Density of states of wurtzite AlN (4-atom cell, a = 3.130 Å, c = 5.018 Å), calculated with Ansatz 0.2.0 using PBE, scalar-relativistic plane-wave PAW, no spin polarisation, a 420 eV cutoff and a 9×9×6 k mesh. The states use tetrahedra on a 14×14×9 mesh and 0.2 eV bins, with energies relative to the Fermi level. Shell values are Löwdin projections summed over sites.

```csv
energy (eV),density of states total (states/eV/cell),DOS N 2p (states/eV/cell),DOS Al 3p (states/eV/cell),DOS Al 3s (states/eV/cell),DOS N 2s (states/eV/cell)
-7.95,0,0,0,0.0000,0
-7.55,0.69,0.42,0.14,0.1200,0.01
-7.15,1.9,1.19,0.36,0.3000,0.05
-6.75,3.25,2.06,0.59,0.4600,0.12
-6.35,1.4,0.92,0.18,0.2000,0.1
-5.95,1.59,1.05,0.23,0.1900,0.1
-5.55,1.12,0.77,0.19,0.1000,0.06
-5.15,1.62,1.15,0.28,0.1200,0.06
-4.75,1.76,1.3,0.29,0.1100,0.05
-4.35,1.95,1.49,0.30,0.0900,0.04
-3.95,2.76,2.2,0.42,0.0900,0.03
-3.55,2.9,2.39,0.38,0.0700,0.02
-3.15,3.44,2.97,0.36,0.0500,0.02
-2.75,3.9,3.52,0.29,0.0200,0.01
-2.35,1.35,1.28,0.04,0.0000,0
-1.95,0,0,0,0.0000,0
-1.55,0,0,0,0.0000,0
-1.15,0,0,0,0.0000,0
-0.75,0,0,0,0.0000,0
-0.35,0,0,0,0.0000,0
0.05,0,0,0,0.0000,0
0.45,0,0,0,0.0000,0
0.85,0,0,0,0.0000,0
1.25,0,0,0,0.0000,0
1.65,0,0,0,0.0000,0
2.05,0,0,0,0.0000,0
2.45,0.04,0,0,0.0200,0.02
2.85,0.08,0.01,0.02,0.0200,0.03
3.25,0.75,0.06,0.39,0.0600,0.14
3.65,1.72,0.2,0.93,0.0900,0.25
4.05,2.33,0.29,1.2,0.1400,0.42
4.45,1.93,0.3,0.99,0.0900,0.31
4.85,1.37,0.21,0.67,0.1000,0.2
5.25,1.04,0.18,0.50,0.0800,0.15
5.65,0.79,0.13,0.35,0.1000,0.1
```

The table counts the electron states of aluminium nitride at each energy and divides them among the atomic shells that they resemble. Below the gap, the nitrogen 2p shell leads in every row that holds states. It supplies 61 % of the density at -7.55 eV and 95 % at -2.35 eV, and its share rises at every step between. The two aluminium shells together fall from 38 % to 3 %. The filled band thus begins as a mixture of both elements and ends as almost pure nitrogen.

The total density follows no such smooth course. It has one peak near the bottom, a low in the middle and its highest value near the top. How many states lie at an energy and what these states are made of are two separate questions, and the second has the simpler answer.

**Why depth brings aluminium with it**

A polar diatomic molecule such as lithium hydride shows the principle. The orbital of the electronegative atom lies low, that of the metal atom lies high, and their coupling pushes the two levels apart. The lower, bonding level sits mostly on the electronegative atom but takes in some of the metal orbital. The stronger the coupling, the deeper the bonding level falls and the more metal it contains.

The molecule has only one such bonding level, whereas the crystal has a whole band of them. In a crystal the phases of the orbitals change from cell to cell, in a pattern set by the wave vector. For some patterns the overlaps between nitrogen 2p and the surrounding aluminium orbitals add up, and the state sinks far. For others they nearly cancel, and the state stays close to the nitrogen level. On this picture, going up the valence rows means going from strong to weak coupling.

Let E_N be the energy of the nitrogen orbital, E_Al that of the aluminium orbital, E that of the bonding state, and W the coupling. The two equations for the amplitudes c are

(E − E_N) c_N = W c_Al and (E − E_Al) c_Al = W c_N.

Dividing one by the other removes W and leaves c_Al²/c_N² = (E_N − E)/(E_Al − E). The aluminium share is therefore

share = (E_N − E) / [(E_N − E) + (E_Al − E)].

The energy of a state alone then fixes its composition. At the nitrogen level the share is zero, and it grows with depth below that level.

To use the formula, E_N was set at the calculated top of the valence band, -2.02 eV, where the aluminium share has almost gone. E_Al was adjusted to the 14 filled rows, as the median of the values that they ask for, which is 4.69 eV. Take the row at -3.95 eV, which was among them. It lies 1.93 eV below E_N and 8.64 eV below E_Al, so the share should be 1.93/(1.93 + 8.64), or 18 %. The table gives (0.42 + 0.09)/2.76, also 18 %.

The printed output after this text shows the comparison for every filled row. From -6.35 eV upwards the formula stays within two percentage points of the table. In the three lowest rows it gives too little aluminium, at worst 31 % where the table has 38 %. Because of these rows it is, over the whole band, only slightly better than a share simply proportional to depth. The formula takes that form at weak coupling, though the slope was fitted here and isn't the one that the two levels would give. That simpler rule, however, errs by several points in the middle of the band, where the two-level formula follows the curve.

The aluminium share should not be read as the charge of an atom. It depends on how the states are projected on atomic shells. Dividing the electron density of the same calculation into atomic basins (Bader's method) gives aluminium a charge of about +2.4. Mixed states and a strongly polar crystal go together here.

**The two aluminium shells**

The 3s and 3p shells enter at different depths. Within the filled rows the 3s weight is centred near -6.0 eV and the 3p weight near -5.0 eV. In the free atom 3s lies below 3p and so closer to nitrogen 2p, which favours stronger mixing. Symmetry should act in the same direction. At wave vector zero, the nitrogen 2p orbitals that point across the c axis can't mix with aluminium 3s at all, but they can mix with 3p. They form pairs of levels with equal energy, and the highest pair lies only 0.2 eV below the top of the filled band. The top itself is a single level, to which this rule doesn't apply. Both causes are expected from theory, and the table has no case that separates them.

**Why the total density is irregular**

Summed over the filled rows and multiplied by their spacing of 0.4 eV, the density gives 11.85 electrons. This is close to the 12 that fill six bands, three for each of the two nitrogen atoms in the cell. The remaining four valence electrons belong mainly to nitrogen 2s bands below the energies listed. The peaks and lows therefore show how a fixed number of states is spread over energy.

States crowd where bands are flat, that is, where the energy hardly changes with wave vector. Near the top the nitrogen 2p bands are flat in many directions, as weak coupling to aluminium would make them, and this fits the high density at -2.75 eV. Other stretches are steep. Along the c direction through wave vector zero, the lowest of the six bands climbs by 2.6 eV, from -7.9 eV to -5.3 eV at the zone edge. It crosses -5.55 eV on the way, and such steep stretches fit the low there. The peak at -6.75 eV and the fall to less than half at -6.35 eV suggest that a deep band flattens out there. The calculated levels support this. A third of the way along an in-plane reciprocal axis, the same lowest band changes little along c and stays between about -6.9 and -6.5 eV at all four calculated points. The mesh of wave vectors leaves out parts of the zone edge, so the exact shape of the peak remains uncertain.

The composition changes there too, but far less than the density. Between these two rows the aluminium share drops by about five points, and more than half of that goes to nitrogen 2s. The nitrogen 2p share merely continues its slow rise.

**Why the empty states begin so faintly**

The zero of energy lies in the middle of the gap. The last filled row with states and the first empty one are 4.8 eV apart, but the calculated band edges are at -2.02 and +2.02 eV, a gap of 4.03 eV. The difference arises because the table lists only every second energy bin, and because states are scarce close to the edges, most of all just above the upper one. Even the true edges of this calculation are expected to lie too close together, since the PBE functional usually underestimates gaps. The calculation also leaves out the thermal and zero-point motion of the atoms, which can shift the edges as well.

The upper edge belongs to a single steep band with its minimum at wave vector zero. Near that minimum its electrons behave like free electrons of a smaller mass m, and their density of states is

g(E) = (Ω/2π²) (2m/ħ²)^(3/2) √(E − E_c),

where Ω is the cell volume and E_c the band edge. The nearest wave vectors of the mesh give m as about 0.35 of the free-electron mass. With this mass the formula predicts 0.04 states per eV and cell at 2.45 eV. The table has the same value, though with only one significant figure, and the agreement is partly luck. The levels used lie 0.5 to 0.7 eV above the edge, where the band already departs from a parabola. Levels closer to wave vector zero give a mass of about 0.29 and a density of 0.03. No density from the table entered either estimate, and both show how scarce the states are so close to the edge.

Higher up the parabola falls behind, even with the larger mass. At 2.85 eV it then gives 0.06 against 0.08, at least partly because the real band flattens as the wave vector grows. At 3.25 eV it gives 0.07 against 0.75. By then other minima, far from wave vector zero, have begun to contribute; one calculated level of this kind lies at 2.96 eV. The sudden rise thus marks the entry of new regions of wave vectors, while the gap itself ends more than 1 eV lower.

The density peaks at 4.05 eV and then falls again. At the 20 mesh points examined, the lowest empty band stays below 4.7 eV and the third begins only near 5.8 eV. Elsewhere the lowest band goes higher and reaches 5.3 eV at H, a corner of the zone. This suggests that the two lowest bands overlap around the peak, and that above it the lower one thins out and leaves most of the states to the second.

The filled side of the gap looks quite different. At a similar distance from its edge, the row at -2.35 eV has about thirty times the density of the row at 2.45 eV. Three nitrogen 2p bands lie close together there, and each of them is nearly flat in some directions, whereas the single conduction band is steep in all.

From 3.25 eV upwards aluminium 3p is the largest of the four shells, with about half of the density, and nitrogen 2p has 8 to 17 %. Up to 4.45 eV, nitrogen 2s has even more than 2p. These states are thus best seen as upper partners both of the bonding states described above and of the deeper nitrogen 2s bands. What they hold of nitrogen 2p is missing from the filled states. Here the two-level model also meets its limit, for it allows no states between its two levels, yet the empty rows start far below 4.69 eV. A single level stands here for two aluminium shells, and aluminium orbitals are also expected to couple to one another and spread into a broad band. The adjusted value is therefore an effective one and not the energy of an aluminium shell.

**What remains open**

The excess of aluminium in the three lowest rows still lacks an explanation. A single level standing for both 3s and 3p is an obvious suspect, since 3s is strong at the bottom of the band. Yet 3s makes up the largest part of the aluminium weight at -6.35 eV, where the formula works well. A model with separate 3s and 3p levels, and with coupling between neighbouring nitrogen atoms, would be the next test.

Output of the analysis:

```
Electrons in the valence rows, row spacing times summed density: 11.85
N 2p share of the density, rows -7.55 to -2.35 eV, percent: 60.87, 62.63, 63.38, 65.71, 66.04, 68.75, 70.99, 73.86, 76.41, 79.71, 82.41, 86.34, 90.26, 94.81
Al 3s plus 3p share, same rows, percent: 37.68, 34.74, 32.31, 27.14, 26.42, 25.89, 24.69, 22.73, 20, 18.48, 15.52, 11.92, 7.949, 2.963
Al 3s part of the Al weight, same rows, percent: 46.15, 45.45, 43.81, 52.63, 45.24, 34.48, 30, 27.5, 23.08, 17.65, 15.56, 12.2, 6.452, 0
N 2s share, same rows, percent: 1.449, 2.632, 3.692, 7.143, 6.289, 5.357, 3.704, 2.841, 2.051, 1.087, 0.6897, 0.5814, 0.2564, 0
Centre of Al 3s weight in the valence rows, eV: -5.969
Centre of Al 3p weight in the valence rows, eV: -5.022
Total density at -6.75 over that at -6.35 eV, ratio: 2.321
Effective upper level of the two-level model, median over valence rows, eV: 4.687
Two-level Al share less table, rows -7.55 to -2.35 eV, percentage points: -6.545, -4.49, -3.038, 1.048, 0.5785, -0.2359, -0.5359, -0.2707, 0.5187, -0.1909, 0.1734, 0.7122, 1.023, 1.555
Linear Al share less table, same rows, percentage points: 1.784, 1.875, 1.451, 3.763, 1.637, -0.6934, -2.345, -3.234, -3.36, -4.691, -4.583, -3.837, -2.721, -0.5878
Rms miss of the two-level model, percentage points: 2.366
Rms miss of the linear rule, percentage points: 2.914
Al 3p share, rows 3.25 to 5.65 eV, percent: 52, 54.07, 51.5, 51.3, 48.91, 48.08, 44.3
N 2p share, rows 3.25 to 5.65 eV, percent: 8, 11.63, 12.45, 15.54, 15.33, 17.31, 16.46
Distance between the nonzero rows next to the gap, eV: 4.8
Density at -2.35 over that at 2.45 eV, ratio: 33.75
Mean electron mass from the first mesh steps off Gamma, free-electron masses: 0.3532
Parabolic-band density at 2.45, 2.85 and 3.25 eV, states/eV/cell: 0.04006, 0.05556, 0.0676
Parabola at one third of the c* vector, eV, where the calculation has 3.478: 4.021
```
